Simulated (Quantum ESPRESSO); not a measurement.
Here is a Quantum ESPRESSO 7.5 calculation.

pw.in

```
&CONTROL
  calculation = 'scf'
  prefix = 'pwscf'
  outdir = './tmp'
  pseudo_dir = './pseudo'
  tprnfor = .true.
  tstress = .true.
  disk_io = 'low'
/
&SYSTEM
  ibrav = 0
  nat = 2
  ntyp = 2
  ecutwfc = 56
  ecutrho = 448
  nbnd = 18
  occupations = 'smearing'
  smearing = 'fd'
  degauss = 0.00367493
/
&ELECTRONS
  conv_thr = 4d-10
  electron_maxstep = 120
  mixing_beta = 0.3
/
ATOMIC_SPECIES
Ta   180.9479 ta_pbesol_v1.uspp.F.UPF
N     14.0070 n_pbesol_v1.2.uspp.F.UPF
CELL_PARAMETERS bohr
   0.0000000000    4.1787948431    4.1787948431
   4.1787948431    0.0000000000    4.1787948431
   4.1787948431    4.1787948431    0.0000000000
ATOMIC_POSITIONS bohr
Ta     4.1787948431    4.1787948431    4.1787948431
N      0.0000000000    0.0000000000    0.0000000000
K_POINTS automatic
10 10 10 0 0 0
HUBBARD {ortho-atomic}
U Ta-5d 8.0
```

File nscf.in:

```
&CONTROL
  calculation = 'nscf'
  prefix = 'pwscf'
  outdir = './tmp'
  pseudo_dir = './pseudo'
  disk_io = 'low'
/
&SYSTEM
  ibrav = 0
  nat = 2
  ntyp = 2
  ecutwfc = 56
  ecutrho = 448
  nbnd = 18
  occupations = 'tetrahedra_opt'
/
&ELECTRONS
  conv_thr = 1d-08
  electron_maxstep = 120
  mixing_beta = 0.3
  startingwfc = 'random'
/
ATOMIC_SPECIES
Ta   180.9479 ta_pbesol_v1.uspp.F.UPF
N     14.0070 n_pbesol_v1.2.uspp.F.UPF
CELL_PARAMETERS bohr
   0.0000000000    4.1787948431    4.1787948431
   4.1787948431    0.0000000000    4.1787948431
   4.1787948431    4.1787948431    0.0000000000
ATOMIC_POSITIONS bohr
Ta     4.1787948431    4.1787948431    4.1787948431
N      0.0000000000    0.0000000000    0.0000000000
K_POINTS automatic
15 15 15 0 0 0
HUBBARD {ortho-atomic}
U Ta-5d 8.0
```

The input projwfc.in:

```
&PROJWFC
  prefix = 'pwscf'
  outdir = './tmp'
  filpdos = 'p'
  Emin = 7
  Emax = 32
  DeltaE = 0.05
/
```

Potentials or basis: GBRV 1.5 PBEsol.

Command:

```bash
$ OMP_NUM_THREADS=1 mpirun -n 2 pw.x -nk 2 -in pw.in > pw.out
$ OMP_NUM_THREADS=1 mpirun -n 2 pw.x -nk 2 -in nscf.in > nscf.out
$ OMP_NUM_THREADS=1 mpirun -n 1 projwfc.x -in projwfc.in > projwfc.out
```

Problem. Estimate the Loewdin charges.

Solution. Ta +0.43; N -0.39 e.

Problem. Estimate the pressure.

Solution. -2.4 GPa.

Problem. Predict the band gap on the k mesh.

Solution. None (metal or under the smearing width).

Eigenvalues of the final occupation matrices:
| site | spin | trace | eigenvalues |
| --- | --- | --- | --- |
| Ta 1 5d | each | 1.77 | 0.26 0.26 0.41 0.41 0.41 |

Caveat: U without spin polarisation on a metal has little footing. Spin-orbit coupling is left out, which matters for the levels of Ta.
